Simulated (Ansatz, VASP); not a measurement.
# One calculation of TaN, two programs

INCAR

```
PREC = Accurate
ENCUT = 520
EDIFF = 1E-6
ISMEAR = -1
SIGMA = 0.03
LREAL = F
LASPH = T
NELM = 100
ALGO = Normal
ISIF = 2
LWAVE = F
LCHARG = F
GGA = PE
NBANDS = 15
```

File KPOINTS:

```
Automatic mesh
0
Gamma
  9 9 8
```

Contents of POSCAR:

```
TaN
1.0
    2.9380000000      0.0000000000      0.0000000000
   -1.4690000000      2.5443826363      0.0000000000
    0.0000000000      0.0000000000      2.8830000000
Ta N
1 1
Direct
    0.2933333333      0.5866666667      0.4400000000
    0.0400000000      0.0800000000      0.0600000000
```

Input for Ansatz:

```yaml
crystal:
  lattice:
    - [2.938, 0.0, 0.0]
    - [-1.469, 2.5443826363, 0.0]
    - [0.0, 0.0, 2.883]
  atoms:
    - { symbol: Ta, position: [0.2933333333, 0.5866666667, 0.44] }
    - { symbol: "N", position: [0.04, 0.08, 0.06] }
kpoints:
  mp_grid: { grid: [9, 9, 8] }
scf:
  occupations: { method: fermi_dirac, width: 0.03 }
hamiltonian:
  xc: pbe
  pseudopotentials: { kind: all_electron, lapw: { basis_error: 0.001 } }
output:
  forces: true
  stress: true
  eigenvalues: true
  populations: true
```

Change from the starting cell: shortest bond scaled by 0.76, LAPW.

Alike in both runs: task single point; functional PBE; k mesh 9 × 9 × 8; occupations fermi-dirac, width 0.03 eV; no spin polarisation.

|  | VASP | Ansatz |
| --- | --- | --- |
| version | VASP 6.6.1 | Ansatz 0.2.0 |
| potentials or method | VASP PAW PBE potentials, release 64 (Ta_pv, N) | all-electron LAPW, scalar-relativistic |
| plane-wave cutoff (eV) | 520 | see its input |

|  | VASP | Ansatz | Ansatz less VASP |
| --- | --- | --- | --- |
| pressure (GPa) | 68.1 | 65.1 | -2.93 |
| largest component of the traceless stress (GPa) | 74.15 | 71.41 | -2.741 |
| rms of the force components (eV/Å) | 8.049 | 7.757 | -0.2916 |

Atom by atom the forces differ by 0.292 eV/Å (rms over components). Ansatz ran all-electron here, so the differences hold the error of VASP's frozen core and of both bases.

Caveats: the cell as given lies far from equilibrium; so large a pressure means that the cell lies far from this level's equilibrium, or that cutoff or potentials fall short (VASP); forces of over 1 eV/Å show positions far from the minimum, so gaps and moduli don't describe the material at rest. Spin-orbit coupling is left out, which matters for the levels of Ta.
